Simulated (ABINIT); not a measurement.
Input of an ABINIT 10.8.3 (patched build) run:

File run.abi:

```
# Datasets: ground state, then fixed potential
ndtset 2

# Pseudopotentials
pp_dirpath "./"
pseudos "As.GGA_PBE-JTH.xml, Ga.GGA_PBE-JTH.xml"

# Structure
acell 3.9977696088 3.9977696088 3.9977696088 Angstrom
rprim
     0.0000000000     0.7071067812     0.7071067812
     0.7071067812     0.0000000000     0.7071067812
     0.7071067812     0.7071067812     0.0000000000
ntypat 2
znucl 33 31
natom 2
typat 1 2
xcart
     8.0129584431     8.0129584431     8.0129584431
     0.0000000000     0.0000000000     0.0000000000

# Plane-wave basis
ecut 544.227725 eV
pawecutdg 40.0
pawxcdev 0

# Exchange and correlation
ixc 11

# Bands and occupations
occopt 3
tsmear 0.05 eV

# SCF cycle
nstep 100

# Output
iomode 3
prtwf 0
prteig 0
prtebands 0
enunit 1
prtden1 1
prtvha1 1
prtvclmb1 1
prtpot1 1

# Dataset 1
kptopt1 1
ngkpt1 8 8 8
nshiftk1 1
shiftk1 0.0 0.0 0.0
nband1 18
tolvrs1 1.0e-9

# Dataset 2: bands along G-X-W-K-G-L-U-W-L-K
iscf2 -2
getden2 1
nband2 24
nbdbuf2 4
tolwfr2 1.0e-11
kptopt2 -9
ndivsm2 8
prteig2 1
prtvol2 -3
kptbounds2
     0.0000000000     0.0000000000     0.0000000000
     0.5000000000     0.0000000000     0.5000000000
     0.5000000000     0.2500000000     0.7500000000
     0.3750000000     0.3750000000     0.7500000000
     0.0000000000     0.0000000000     0.0000000000
     0.5000000000     0.5000000000     0.5000000000
     0.6250000000     0.2500000000     0.6250000000
     0.5000000000     0.2500000000     0.7500000000
     0.5000000000     0.5000000000     0.5000000000
     0.3750000000     0.3750000000     0.7500000000
```

Potentials or basis: JTH PAW PBE v2.0.

The run is started by

```console
$ abinit run.abi > log 2>&1
```

Q: Estimate the band gap on the k mesh.

A: 0.51 eV, direct.

Q: Estimate the band gap along the path.

A: 0.51 eV, direct.

Levels at the corners of the path, in eV from the valence-band top:
| point | band 12 | band 13 | band 14 | band 15 | band 16 | band 17 |
| --- | --- | --- | --- | --- | --- | --- |
| Γ | 0.00 | 0.00 | 0.00 | 0.51 | 3.74 | 3.74 |
| X | -6.81 | -2.68 | -2.68 | 1.47 | 1.66 | 10.17 |
| W | -6.62 | -3.53 | -3.34 | 4.62 | 4.72 | 5.41 |
| K | -6.62 | -3.85 | -2.26 | 1.97 | 4.64 | 7.95 |
| Γ | 0.00 | 0.00 | 0.00 | 0.51 | 3.74 | 3.74 |
| L | -6.63 | -1.14 | -1.14 | 1.00 | 4.64 | 4.64 |
| U | -6.62 | -3.85 | -2.26 | 1.97 | 4.64 | 7.95 |
| W | -6.62 | -3.53 | -3.34 | 4.62 | 4.72 | 5.41 |
| L | -6.63 | -1.14 | -1.14 | 1.00 | 4.64 | 4.64 |
| K | -6.62 | -3.85 | -2.26 | 1.97 | 4.64 | 7.95 |

**Measured values to compare with.**

From “Evidence of valence band perturbations in GaAsN/GaAs(001): A combined variable-angle spectroscopic ellipsometry and modulated photoreflectance investigation”, 2008, arxiv:0805.2212, for a bulk crystal of GaAs at 300 K: band gap 1.418 ± 0.005 eV (direct).

Against the measured gap of GaAs, 1.418 eV (direct; 300 K; “Evidence of valence band perturbations in GaAsN/GaAs(001): A combined variable-angle spectroscopic ellipsometry and modulated photoreflectance investigation”, 2008, arxiv:0805.2212), the calculated 0.51 eV is off by -0.91 eV. 3 values of this kind are on record (1.412 to 1.51 eV); this one was drawn at random among those near their median, those with a stated uncertainty first. Spin-orbit coupling on As, Ga is left out. The value is that of PBE, without temperature or zero-point motion. Semilocal functionals fall short of measured gaps as a rule.
